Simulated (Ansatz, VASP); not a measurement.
**Ga2O: VASP beside Ansatz**

INCAR

```
SYSTEM = Ga2O
PREC = Accurate ; ENCUT = 600
EDIFF = 1E-7 ; ISMEAR = 0
SIGMA = 0.1 ; LREAL = .False.
LASPH = .True. ; NELM = 100
ALGO = Fast ; ISIF = 3
LWAVE = .False. ; LCHARG = .False.
GGA = PE ; IBRION = 2
NSW = 100 ; EDIFFG = -0.005
```

File KPOINTS:

```
regular mesh
0
Gamma
  12 12 12
  0 0 0
```

POSCAR

```
Ga2O
1.0
    0.0000000000      2.9808333939      2.9808333939
    2.9808333939      0.0000000000      2.9808333939
    2.9808333939      2.9808333939      0.0000000000
Ga O
2 1
Direct
    0.2500000000      0.2500000000      0.2500000000
    0.7500000000      0.7500000000      0.7500000000
    0.0000000000      0.0000000000      0.0000000000
```

Input for Ansatz:

```yaml
crystal:
  lattice:
    - [0.0, 2.9808333939, 2.9808333939]
    - [2.9808333939, 0.0, 2.9808333939]
    - [2.9808333939, 2.9808333939, 0.0]
  atoms:
    - { symbol: Ga, position: [0.25, 0.25, 0.25] }
    - { symbol: Ga, position: [0.75, 0.75, 0.75] }
    - { symbol: O, position: [0.0, 0.0, 0.0] }
basis:
  ecutwfc: 420
kpoints:
  mp_grid: { grid: [12, 12, 12] }
hamiltonian:
  xc: pbe
scf:
  occupations: { method: gaussian, width: 0.1 }
output:
  forces: true
  stress: true
  eigenvalues: true
relax:
  adjacent_minimum: "off"
  f_tol: 0.005
  max_steps: 80
  cell: { stress_tol: 0.05 }
```

The cell comes from a database or a generator and needn't be the stable form of this composition.

Alike in both runs: task relaxation of cell and atoms; functional PBE; k mesh 12 × 12 × 12; occupations gaussian, width 0.1 eV; no spin polarisation.

|  | VASP | Ansatz |
| --- | --- | --- |
| version | VASP 6.6.1 | Ansatz 0.2.0 |
| potentials or method | VASP PAW PBE potentials, release 64 (Ga_d, O) | scalar-relativistic, plane waves, PAW |
| plane-wave cutoff (eV) | 600 | 420 |
| valence electrons in the cell | 32 | 32 |

```csv
,VASP,Ansatz,Ansatz less VASP
"gap on the k mesh at the Fermi level, each at its own relaxed structure (eV)",none,none,-
relaxed volume (Å³/atom),17.66,17.66,0.000
relaxed cell length with the largest relative difference (Å),4.216,4.216,0.0000
```

A gap of «none» marks a metal or a gap that the smearing closes.

Caveats: the relaxation stopped at its first step, so nothing moved.
